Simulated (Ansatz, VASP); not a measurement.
## One calculation of Al, two programs

File INCAR:

```
SYSTEM = Al
  PREC = Accurate
  ENCUT = 600
  EDIFF = 1E-6
  ISMEAR = 0
  SIGMA = 0.1
  LREAL = .FALSE.
  LASPH = .TRUE.
  NELM = 100
  ALGO = Normal
  ISIF = 3
  LWAVE = .FALSE.
  LCHARG = .FALSE.
  GGA = PE
  IBRION = 2
  NSW = 90
  EDIFFG = -0.04
```

KPOINTS

```
Automatic mesh
0
G
  6 6 6
  0 0 0
```

File POSCAR:

```
Al
1.0
    4.3158969100      0.0000000000      0.0000000000
   -2.1579484500      3.7376763600      0.0000000000
    0.0000000000      0.0000000000      2.4938236400
Al
2
Direct
    0.3333333300      0.6666666700      0.5000000000
    0.6666666700      0.3333333300      0.5000000000
```

Input for Ansatz:

```yaml
crystal:
  lattice:
    - [4.31589691, 0.0, 0.0]
    - [-2.15794845, 3.73767636, 0.0]
    - [0.0, 0.0, 2.49382364]
  atoms:
    - { symbol: Al, position: [0.33333333, 0.66666667, 0.5] }
    - { symbol: Al, position: [0.66666667, 0.33333333, 0.5] }
basis:
  ecutwfc: 420
kpoints:
  mp_grid: { grid: [6, 6, 6] }
hamiltonian:
  xc: pbe
scf:
  occupations: { method: gaussian, width: 0.1 }
  lower_state_search: "off"
output:
  forces: true
  stress: true
  eigenvalues: true
relax:
  adjacent_minimum: "off"
  f_tol: 0.04
  max_steps: 70
  cell: { stress_tol: 0.4 }
```

Alike in both runs: task relaxation of cell and atoms; functional PBE; k mesh 6 × 6 × 6; occupations gaussian, width 0.1 eV; no spin polarisation.

```csv
,VASP,Ansatz
version,VASP 6.6.1,Ansatz 0.2.0
potentials or method,"VASP PAW PBE potentials, release 64 (Al)","scalar-relativistic, plane waves, PAW"
plane-wave cutoff (eV),600,420
valence electrons in the cell,6,6
```

|  | VASP | Ansatz | Ansatz less VASP |
| --- | --- | --- | --- |
| gap on the k mesh at the Fermi level, each at its own relaxed structure (eV) | none | none | - |
| relaxed volume (Å³/atom) | 24.55 | 24.50 | -0.048 |
| relaxed cell length with the largest relative difference (Å) | 2.678 | 2.668 | -0.0096 |
| energy change over the relaxation (meV/atom) | -158 | -158 | -0.3 |

A gap of «none» marks a metal or a gap that the smearing closes.

Caveats: the k mesh is coarse (spacing up to 0.42 Å⁻¹), so the values aren't converged; the volume moved by over 15 % at a fixed basis, so the end points are rough (VASP).
